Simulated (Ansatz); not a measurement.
# Cs: the order of phases, without relativity

Aim: relax Cs in several structures (fcc, bcc, hcp) and rank them by energy, without relativity. Methods of the runs shown: PAW and LAPW.

Computed with Ansatz 0.2.0 (DFT PBE, with the methods named in each step, unless a step's input says otherwise).

### 1 The system as given

It takes space group Fm-3m (No. 225, cubic). Conventional cell: a = 7.754 Å, b = 7.754 Å, c = 7.754 Å, α = 90.00°, β = 90.00°, γ = 90.00°.

Structure file:

```cif
data_structure
_symmetry_space_group_name_H-M 'P 1'
_symmetry_Int_Tables_number 1
_cell_length_a 5.4829
_cell_length_b 5.4829
_cell_length_c 5.4829
_cell_angle_alpha 60.000
_cell_angle_beta 60.000
_cell_angle_gamma 60.000
_cell_volume 116.55
loop_
_atom_site_label
_atom_site_type_symbol
_atom_site_fract_x
_atom_site_fract_y
_atom_site_fract_z
_atom_site_occupancy
Cs1 Cs 0.00000 0.00000 0.00000 1
```

The PAW steps are scalar-relativistic and only prepare the cells; LAPW drops relativity.

### 2 Fcc relaxed, PAW

input.yaml reads:

```yaml
crystal:
  lattice:
    - [0.0, 3.8769736737, 3.8769736737]
    - [3.8769736737, 0.0, 3.8769736737]
    - [3.8769736737, 3.8769736737, 0.0]
  atoms:
    - { symbol: Cs, position: [0.0, 0.0, 0.0] }
kpoints:
  mp_grid: { grid: [9, 9, 9] }
scf:
  occupations: { method: fermi_dirac, width: 0.05 }
hamiltonian:
  xc: pbe
  pseudopotentials: { kind: paw }
output:
  forces: true
  stress: true
relax:
  f_tol: 0.005
  max_steps: 40
  cell: {}
```

Command:

```console
> ansatz run input.yaml --threads 1 --pin off --max-ram 3072MiB --backend cpu --events-out ev --progress --plain --runs-dir out
```

The log of the run, cut to the lines that bear on the results:

```text
[...]
Pseudopotentials: kind: paw
Pseudopotential: Cs, paw, valence charge 9, recommended cutoff 420 eV (normal)
Functional definition: PBE
[...]
Crystal: 1 atoms, lattice volume = 116.549 Å³
Basis set: ecut = 420 eV, 2229 PW (Γ), exchange–correlation on 80×80×80 points (8 copies of the dense FFT grid, shifted against one another)
Bands: 9, of which v1, the nominal top of the filled ones, is band 5 counted from 1 (4 counted from 0)
Symmetry: 48 space group operations
Space group: Fm-3m (ITA 225), of the structure as read, at distance tolerance 4.9e-5 Å
k-points: 35 of 729
[...]
SCF iter   1: F=—  HF=-5670.770601 eV  |F-HF|=—  |Δ(HF+E_count)|=         —  Δρ=2.83e-4  dr2=1.23e-4  ethr=1.77e-3  ⟨swp⟩=6.0  Hψ=2648  notcnv=0
[...]
relax step   1: F+E_penalty+E_count = -5670.77091321 eV  Δ(F+E_penalty+E_count) = +0.000e0 eV  max|allowed force component| = 0.000e0 eV/Å  Δτ_max = 0.0000 Å  P = +0.006 GPa  Ω = 116.549 Å³  (6 SCF iters, dr2 threshold 1.00e-7 eV, accepted)
[...]
relax step   2: F+E_penalty+E_count = -5670.77091321 eV  Δ(F+E_penalty+E_count) = -5.384e-10 eV  max|allowed force component| = 0.000e0 eV/Å  Δτ_max = 0.0000 Å  P = +0.006 GPa  Ω = 116.549 Å³  stress off target by 6.01e-3 GPa  SCF on the basis re-selected at this cell (its energy is not [...]
SCF converged after 5 iterations
Free energy (F): -5670.770913 eV
[...]
E sigma→0 (E₀):  -5670.766012 eV
Entropy (-TS):   -0.009803 eV (-9.803 meV/atom)
Fermi energy:    2.201798 eV
[...]
--- Forces (eV/Å), atoms counted from 1 ---
  atom   1  Cs     0.00000000    -0.00000000     0.00000000
[...]
--- Stress (GPa, compression-positive) ---
        0.006006      -0.000000      -0.000000
        0.000000       0.006006       0.000000
        0.000000      -0.000000       0.006006
  P = ⅓ Tr σ = 0.0060 GPa (0.060 kbar)
--- Relaxed structure (1 steps of the walk, 1 accepted, 1 SCFs on fresh bases) ---
  F+E_penalty+E_count = -5670.77091321 eV   max|allowed force component| = 0.000e0 eV/Å   (the final SCF, on the basis selected at the relaxed cell)
  cell:  # Å, volume = 116.5490 Å³
    - [0.0, 3.8769736737, 3.8769736737]
    - [3.8769736737, 0.0, 3.8769736737]
    - [3.8769736737, 3.8769736737, 0.0]
  atoms:
    - { symbol: Cs, position: [0.0, 0.0, 0.0] }
```

It took 4.7 s on 1 thread of Arm Neoverse V1, shared host; peak memory 0.37 GiB.

The steps of the relaxation:

| step | energy from step 1 (eV/cell) | largest force component (eV/Å) | pressure (GPa) | volume (Å³) |
| --- | --- | --- | --- | --- |
| 1 | 0.0000 | 0.0000 | 0.01 | 116.55 |
| 2 | 0.0000 | 0.0000 | 0.01 | 116.55 |

Step 1 is the start. Step 2 repeats the geometry before on a plane-wave basis chosen anew for that cell, so the energy can jump there without any move; the table keeps such jumps.

| input's cell | before | after | change |
| --- | --- | --- | --- |
| a (Å) | 5.483 | 5.483 | -0.0 % |
| b (Å) | 5.483 | 5.483 | -0.0 % |
| c (Å) | 5.483 | 5.483 | -0.0 % |
| volume (Å³/atom) | 116.55 | 116.55 | -0.0 % |

### 3 Fcc relaxed, LAPW

input.yaml: that of step 2 with these lines changed.

```diff
@@ -13,3 +13,6 @@
   xc: pbe
-  pseudopotentials: { kind: paw }
+  pseudopotentials:
+    kind: all_electron
+    lapw: { basis_error: 0.0005 }
+    relativity: none
 output:
@@ -17,5 +20,7 @@
   stress: true
+  eigenvalues: true
+  populations: true
 relax:
   f_tol: 0.005
-  max_steps: 40
+  max_steps: 25
   cell: {}
```

Command:

```console
> ansatz run input.yaml --threads 1 --pin off --max-ram 3072MiB --backend cpu --events-out ev --progress --plain --runs-dir out
```

The log of the run:

```text
The last accepted step is kept in <dir> (removed where the run ends without a failure and the disk answers)
Cs: projections on atomic orbitals take those of the free atom 1s2 2s2 2p6 3s2 3p6 3d10 4s2 4p6 4d10 5s2 5p6 6s1, of charge +0.00 (hamiltonian.pseudopotentials.projection_atoms)
LAPW: plane waves up to 3.596 Å⁻¹, error target 5.0e-4 eV per atom; Cs in spheres of 2.659 Å, 19 of its electrons in bands, Dirac shells []
Engine: ansatz 0.2.0
Pseudopotentials: kind: all_electron
Pseudopotential: Cs, LAPW, valence charge 19, Schrödinger's equation, point nucleus
Functional definition: PBE
  parameter kappa = 0.804
  parameter beta = 0.06672455060314922
  exchange = pbe_x(kappa = kappa, mu = beta*pi^2/3)
  correlation = pbe_c(beta = beta)
Crystal: 1 atoms, lattice volume = 116.549 Å³
Basis set: ecut = 49.266977544021884 eV, 89 PW (Γ), exchange–correlation at level 2
Bands: 14, of which v1, the nominal top of the filled ones, is band 10 counted from 1 (9 counted from 0)
Symmetry: 48 space group operations
Space group: Fm-3m (ITA 225), of the structure as read, at distance tolerance 4.9e-5 Å
k-points: 35 of 729
Non-local potential: Cs, projectors of the file, none
Initial density: superposition of atomic densities (chi_scale 0.1, normalization cell)
Initial wavefunctions: plane waves of lowest kinetic energy (no species holds an atomic orbital)
Functional: x = pbe(κ = 0.804, μ = 0.2195149727645171), c = pbe(β = 0.06672455060314922)
iter 1 solved again at ethr=1.16e-5 eV; its pass at ethr=1.00e-1 eV (dr2=2.20e-3 eV) is discarded
SCF iter   1: F=—  HF=-205611.657290 eV  |F-HF|=—  |Δ(HF+E_count)|=         —  Δρ=7.85e-4  dr2=2.20e-3  ethr=1.16e-5  ⟨swp⟩=5.5  Hψ=3546  notcnv=0
preconditioner: auto → Kerker (q_TF=auto, 2.017 Å⁻¹)  [metal: Δε(μ)=0.066 eV  Ē_g=2.393 eV  σ=0.050 eV  W_gap=0.31  n_scr=14 (ndim 8)  ℏωp=3.4 eV  f_vac=0.021  D(μ)=1.24/eV (n_scr^D=0)]
SCF iter   2: F=—  HF=-205611.657025 eV  |F-HF|=—  |Δ(HF+E_count)|=   2.66e-4  Δρ=5.94e-4  dr2=1.41e-3  ethr=1.16e-5  ⟨swp⟩=2.0  Hψ=1607  notcnv=0
SCF iter   3: F=—  HF=-205611.657608 eV  |F-HF|=—  |Δ(HF+E_count)|=   5.83e-4  Δρ=3.72e-4  dr2=6.47e-4  ethr=7.43e-6  ⟨swp⟩=2.0  Hψ=1607  notcnv=0
SCF iter   4: F=—  HF=-205611.657861 eV  |F-HF|=—  |Δ(HF+E_count)|=   2.53e-4  Δρ=2.00e-4  dr2=2.07e-4  ethr=3.41e-6  ⟨swp⟩=2.3  Hψ=1619  notcnv=0
iter 5 solved again at ethr=1.00e-7 eV; its pass at ethr=1.09e-6 eV (dr2=1.91e-5 eV) is discarded
SCF iter   5: F=—  HF=-205611.657948 eV  |F-HF|=—  |Δ(HF+E_count)|=   8.74e-5  Δρ=6.56e-5  dr2=1.91e-5  ethr=1.00e-7  ⟨swp⟩=2.0  Hψ=2611  notcnv=0
SCF iter   6: F=—  HF=-205611.657950 eV  |F-HF|=—  |Δ(HF+E_count)|=   2.12e-6  Δρ=2.91e-5  dr2=1.95e-6  ethr=1.00e-7  ⟨swp⟩=2.9  Hψ=1638  notcnv=0
SCF iter   7: F=-205611.657953 eV  HF=-205611.657953 eV  |F-HF|=1.36e-7  |Δ(HF+E_count)|=   2.53e-6  Δρ=6.06e-6  dr2=1.00e-7  ethr=1.03e-8  ⟨swp⟩=2.9  Hψ=1639  notcnv=0
SCF 1 converged in 7 iterations: F = -205611.657953 eV  dr2 = 1.00e-7
relax step   1: F+E_penalty+E_count = -205611.65795276 eV  Δ(F+E_penalty+E_count) = +0.000e0 eV  max|allowed force component| = 0.000e0 eV/Å  Δτ_max = 0.0000 Å  P = +0.124 GPa  Ω = 116.549 Å³  (7 SCF iters, accepted)
Crystal: 1 atoms, lattice volume = 117.066 Å³
Basis set: ecut = 49.12177702730788 eV, 89 PW (Γ), exchange–correlation at level 2
Initial density: handed on by an earlier stage of this run
Initial wavefunctions: those handed on with the density
iter 1 solved again at ethr=3.03e-10 eV; its pass at ethr=1.00e-1 eV (dr2=5.76e-8 eV) is discarded
SCF iter   1: F=—  HF=-205611.658337 eV  |F-HF|=—  |Δ(HF+E_count)|=         —  Δρ=4.12e-6  dr2=4.18e-8  ethr=3.03e-10  ⟨swp⟩=6.9  Hψ=3277  notcnv=0
preconditioner: auto → Kerker (q_TF=auto, 2.015 Å⁻¹)  [metal: Δε(μ)=0.070 eV  Ē_g=2.386 eV  σ=0.050 eV  W_gap=0.32  n_scr=14 (ndim 8)  ℏωp=3.4 eV  f_vac=0.000  D(μ)=1.24/eV (n_scr^D=0)]
SCF iter   2: F=-205611.658338 eV  HF=-205611.658338 eV  |F-HF|=6.31e-8  |Δ(HF+E_count)|=   2.16e-7  Δρ=3.15e-6  dr2=2.70e-8  ethr=2.20e-10  ⟨swp⟩=2.9  Hψ=1639  notcnv=0
SCF 2 converged in 2 iterations: F = -205611.658338 eV  dr2 = 2.70e-8
relax step   2: F+E_penalty+E_count = -205611.65833767 eV  Δ(F+E_penalty+E_count) = -3.849e-4 eV  max|allowed force component| = 0.000e0 eV/Å  Δτ_max = 0.0000 Å  P = +0.114 GPa  Ω = 117.066 Å³  (2 SCF iters, accepted)
Crystal: 1 atoms, lattice volume = 123.579 Å³
Basis set: ecut = 47.38047462804797 eV, 89 PW (Γ), exchange–correlation at level 2
iter 1 solved again at ethr=7.87e-9 eV; its pass at ethr=1.00e-1 eV (dr2=1.50e-6 eV) is discarded
SCF iter   1: F=—  HF=-205611.660718 eV  |F-HF|=—  |Δ(HF+E_count)|=         —  Δρ=2.36e-5  dr2=1.58e-6  ethr=7.87e-9  ⟨swp⟩=7.3  Hψ=3454  notcnv=0
preconditioner: auto → Kerker (q_TF=auto, 1.997 Å⁻¹)  [metal: Δε(μ)=0.071 eV  Ē_g=2.340 eV  σ=0.050 eV  W_gap=0.32  n_scr=14 (ndim 8)  ℏωp=3.3 eV  f_vac=0.000  D(μ)=1.27/eV (n_scr^D=0)]
SCF iter   2: F=—  HF=-205611.660722 eV  |F-HF|=—  |Δ(HF+E_count)|=   3.91e-6  Δρ=1.86e-5  dr2=1.08e-6  ethr=7.87e-9  ⟨swp⟩=2.0  Hψ=1609  notcnv=0
SCF iter   3: F=—  HF=-205611.660724 eV  |F-HF|=—  |Δ(HF+E_count)|=   2.68e-6  Δρ=1.15e-5  dr2=4.85e-7  ethr=5.67e-9  ⟨swp⟩=2.9  Hψ=1639  notcnv=0
SCF iter   4: F=—  HF=-205611.660725 eV  |F-HF|=—  |Δ(HF+E_count)|=   5.07e-7  Δρ=6.16e-6  dr2=1.58e-7  ethr=2.55e-9  ⟨swp⟩=2.9  Hψ=1641  notcnv=0
SCF iter   5: F=-205611.660725 eV  HF=-205611.660725 eV  |F-HF|=6.43e-9  |Δ(HF+E_count)|=   1.30e-7  Δρ=2.05e-6  dr2=1.80e-8  ethr=8.32e-10  ⟨swp⟩=2.9  Hψ=1641  notcnv=0
SCF 3 converged in 5 iterations: F = -205611.660725 eV  dr2 = 1.80e-8
relax step   3: F+E_penalty+E_count = -205611.66072512 eV  Δ(F+E_penalty+E_count) = -2.387e-3 eV  max|allowed force component| = 0.000e0 eV/Å  Δτ_max = 0.0000 Å  P = +0.007 GPa  Ω = 123.579 Å³  (5 SCF iters, accepted)
iter 1 solved again at ethr=3.45e-11 eV; its pass at ethr=1.00e-1 eV (dr2=6.55e-9 eV) is discarded
SCF iter   1: F=—  HF=-205611.660726 eV  |F-HF|=—  |Δ(HF+E_count)|=         —  Δρ=1.40e-6  dr2=8.62e-9  ethr=3.45e-11  ⟨swp⟩=11.1  Hψ=4052  notcnv=0  reapply=8
preconditioner: auto → Kerker (q_TF=auto, 1.997 Å⁻¹)  [metal: Δε(μ)=0.071 eV  Ē_g=2.341 eV  σ=0.050 eV  W_gap=0.32  n_scr=14 (ndim 8)  ℏωp=3.3 eV  f_vac=0.000  D(μ)=1.27/eV (n_scr^D=0)]
SCF iter   2: F=-205611.660726 eV  HF=-205611.660726 eV  |F-HF|=8.35e-9  |Δ(HF+E_count)|=   9.37e-9  Δρ=1.16e-6  dr2=6.08e-9  ethr=3.45e-11  ⟨swp⟩=2.9  Hψ=1641  notcnv=0
SCF 4 converged in 2 iterations: F = -205611.660726 eV  dr2 = 6.08e-9
relax step   4: F+E_penalty+E_count = -205611.66072575 eV  Δ(F+E_penalty+E_count) = -6.309e-7 eV  max|allowed force component| = 0.000e0 eV/Å  Δτ_max = 0.0000 Å  P = +0.007 GPa  Ω = 123.579 Å³  stress off target by 7.06e-3 GPa  SCF on the basis re-selected at this cell (its energy is not comparable with the rows above)  (2 SCF iters)
basis re-selected at this cell: Δ(F+E_penalty+E_count) = -6.309e-7 eV, ΔP = +0.000 GPa vs the last step (what re-selecting the basis moved, after the strain that the cell walked since its last selection, with what the two solves' SCF thresholds leave and, on support functions, any second-order correction that the steps lacked; it is no measure of the basis error at this ecutwfc). This SCF's stress stands 7.06e-3 GPa from its target on what of the cell is left free (relax.cell.stress_tol is 5.00e-2 GPa) and its largest allowed force component is 0.00e0 eV/Å (relax.f_tol is 5.00e-3 eV/Å): within both
SCF converged after 2 iterations
Free energy (F): -205611.660726 eV
Harris-Foulkes:  -205611.660726 eV  (|F-HF|=8.35e-9)
Internal energy: -205611.649849 eV  (E = F + TS)
E sigma→0 (E₀):  -205611.655287 eV
Entropy (-TS):   -0.010877 eV (-10.877 meV/atom)
Fermi energy:    3.119637 eV
--- Per-component energies (eV) ---
  E_band       = -795.556318
  E_kinetic    = 205539.567384
  E_xc         = -5067.525978
  E_electrostatic = -406083.691255  (all electrons and nuclei)
  E_smearing   = -0.010877  (= −TS)
  E_closure    = 0.000000  (closes the sum)
  E_atoms      = -205610.790664  (free atoms, spherical and without spin; not in F)
  Σ components = -205611.660726   (vs F -205611.660726, Δ=0.00e0)
  Basis errors (estimates in eV, not in F): energy 1.0e-4 per atom: plane waves 9.8e-5 (5.2e-5 summed), levels above the bands 7.3e-27, relativity 0.0e0, radial functions 2.5e-6, core shells 1.6e-9; eigenvalues (radial functions only) 7.1e-7; not estimated: angular momenta, meshes, grids; target (lapw.basis_error) 5.0e-4; muffin-tin radii Cs 2.712 Å
--- Forces (eV/Å), atoms counted from 1 ---
  atom   1  Cs    -0.00000000     0.00000000    -0.00000000
  max |Σ_I F_I| component: 2.67e-32 eV/Å
--- Stress (GPa, compression-positive) ---
        0.007059       0.000000       0.000000
        0.000000       0.007059       0.000000
        0.000000       0.000000       0.007059
  P = ⅓ Tr σ = 0.0071 GPa (0.071 kbar)
--- Band table (eV; the first three rows and the last of 35) ---
  k-point 0: bands = ["-71.4586", "-71.4586", "-71.4586", "-71.4586", "-71.4586", "-18.7906", "-7.6177", "-7.6177", "-7.6177", "1.5880", "5.1963", "5.1963", "5.1963", "6.1300"]
  k-point 1: bands = ["-71.4586", "-71.4586", "-71.4586", "-71.4586", "-71.4586", "-18.7897", "-7.6308", "-7.6195", "-7.6195", "1.7043", "4.9969", "5.2486", "5.2486", "6.0454"]
  k-point 2: bands = ["-71.4586", "-71.4586", "-71.4586", "-71.4586", "-71.4586", "-18.7876", "-7.6636", "-7.6240", "-7.6240", "2.0333", "4.5987", "5.2932", "5.2932", "6.0224"]
  k-point 34: bands = ["-71.4586", "-71.4586", "-71.4586", "-71.4586", "-71.4586", "-18.7813", "-7.6961", "-7.6825", "-7.6559", "3.6560", "4.1003", "4.1180", "5.2231", "6.7064"]
--- Relaxed structure (3 steps of the walk, 3 accepted, 1 SCFs on fresh bases) ---
  F+E_penalty+E_count = -205611.66072575 eV   max|allowed force component| = 0.000e0 eV/Å   (the final SCF, on the basis selected at the relaxed cell)
  cell:  # Å, volume = 123.5786 Å³
    - [-2.547686016447796e-35, 3.953403190406585, 3.953403190406585]
    - [3.953403190406585, -3.2244151145667406e-35, 3.953403190406585]
    - [3.953403190406585, 3.953403190406585, 5.055564438888593e-35]
  atoms:
    - { symbol: Cs, position: [0.0, 0.0, 0.0] }
--- Löwdin populations: 1 site ---
  site symbol       q [e]
     0     Cs     54.9541
  spilling = 0.000835 (of n_electrons = 55.000000)
```

It took 6.9 s on 1 thread of Arm Neoverse V1, shared host; peak memory 0.22 GiB.

Relaxation path:

| step | energy from step 1 (eV/cell) | largest force component (eV/Å) | pressure (GPa) | volume (Å³) |
| --- | --- | --- | --- | --- |
| 1 | 0.0000 | 0.0000 | 0.12 | 116.55 |
| 2 | -0.0004 | 0.0000 | 0.11 | 117.07 |
| 3 | -0.0028 | 0.0000 | 0.01 | 123.58 |
| 4 | -0.0028 | 0.0000 | 0.01 | 123.58 |

Step 1 is the start. Step 4 repeats the geometry before on a plane-wave basis chosen anew for that cell, so the energy can jump there without any move; the table keeps such jumps.

| input's cell | before | after | change |
| --- | --- | --- | --- |
| a (Å) | 5.483 | 5.591 | +2.0 % |
| b (Å) | 5.483 | 5.591 | +2.0 % |
| c (Å) | 5.483 | 5.591 | +2.0 % |
| volume (Å³/atom) | 116.55 | 123.58 | +6.0 % |

Read from it: pressure 0.01 GPa; no gap.

### 4 Bcc relaxed, PAW

input.yaml reads:

```yaml
crystal:
  lattice:
    - [-3.0771560441, 3.0771560441, 3.0771560441]
    - [3.0771560441, -3.0771560441, 3.0771560441]
    - [3.0771560441, 3.0771560441, -3.0771560441]
  atoms:
    - { symbol: Cs, position: [0.0, 0.0, 0.0] }
kpoints:
  mp_grid: { grid: [10, 10, 10] }
scf:
  occupations: { method: fermi_dirac, width: 0.05 }
hamiltonian:
  xc: pbe
  pseudopotentials: { kind: paw }
output:
  forces: true
  stress: true
relax:
  f_tol: 0.005
  max_steps: 40
  cell: {}
```

Command:

```console
> ansatz run input.yaml --threads 1 --pin off --max-ram 3072MiB --backend cpu --events-out ev --progress --plain --runs-dir out
```

The log of the run, cut to the lines that bear on the results:

```text
[...]
Pseudopotentials: kind: paw
Pseudopotential: Cs, paw, valence charge 9, recommended cutoff 420 eV (normal)
Functional definition: PBE
[...]
Crystal: 1 atoms, lattice volume = 116.549 Å³
Basis set: ecut = 420 eV, 2243 PW (Γ), exchange–correlation on 72×72×72 points (8 copies of the dense FFT grid, shifted against one another)
Bands: 9, of which v1, the nominal top of the filled ones, is band 5 counted from 1 (4 counted from 0)
Symmetry: 48 space group operations
Space group: Im-3m (ITA 229), of the structure as read, at distance tolerance 4.9e-5 Å
k-points: 47 of 1000
[...]
SCF iter   1: F=—  HF=-5670.766949 eV  |F-HF|=—  |Δ(HF+E_count)|=         —  Δρ=2.49e-4  dr2=4.79e-5  ethr=1.77e-3  ⟨swp⟩=6.0  Hψ=3580  notcnv=0
[...]
SCF converged after 5 iterations
Free energy (F): -5670.767311 eV
[...]
E sigma→0 (E₀):  -5670.760715 eV
Entropy (-TS):   -0.013193 eV (-13.193 meV/atom)
Fermi energy:    2.176492 eV
[...]
--- Forces (eV/Å), atoms counted from 1 ---
  atom   1  Cs     0.00000000     0.00000000     0.00000000
[...]
--- Stress (GPa, compression-positive) ---
        0.007838       0.000000       0.000000
       -0.000000       0.007838      -0.000000
       -0.000000      -0.000000       0.007838
  P = ⅓ Tr σ = 0.0078 GPa (0.078 kbar)
--- Relaxed structure (1 steps of the walk, 1 accepted, 1 SCFs on fresh bases) ---
  F+E_penalty+E_count = -5670.76731103 eV   max|allowed force component| = 0.000e0 eV/Å   (the final SCF, on the basis selected at the relaxed cell)
  cell:  # Å, volume = 116.5490 Å³
    - [-3.0771560441, 3.0771560441, 3.0771560441]
    - [3.0771560441, -3.0771560441, 3.0771560441]
    - [3.0771560441, 3.0771560441, -3.0771560441]
  atoms:
    - { symbol: Cs, position: [0.0, 0.0, 0.0] }
```

Wall time 5.7 s (1 thread of Arm Neoverse V1, shared host); peak memory 0.37 GiB.

The steps of the relaxation:

| step | energy from step 1 (eV/cell) | largest force component (eV/Å) | pressure (GPa) | volume (Å³) |
| --- | --- | --- | --- | --- |
| 1 | 0.0000 | 0.0000 | 0.01 | 116.55 |
| 2 | 0.0000 | 0.0000 | 0.01 | 116.55 |

Step 1 is the start. Step 2 repeats the geometry before on a plane-wave basis chosen anew for that cell, so the energy can jump there without any move; the table keeps such jumps.

| input's cell | before | after | change |
| --- | --- | --- | --- |
| a (Å) | 5.330 | 5.330 | +0.0 % |
| b (Å) | 5.330 | 5.330 | +0.0 % |
| c (Å) | 5.330 | 5.330 | +0.0 % |
| volume (Å³/atom) | 116.55 | 116.55 | +0.0 % |

(Part 1 of 2 ends here.)
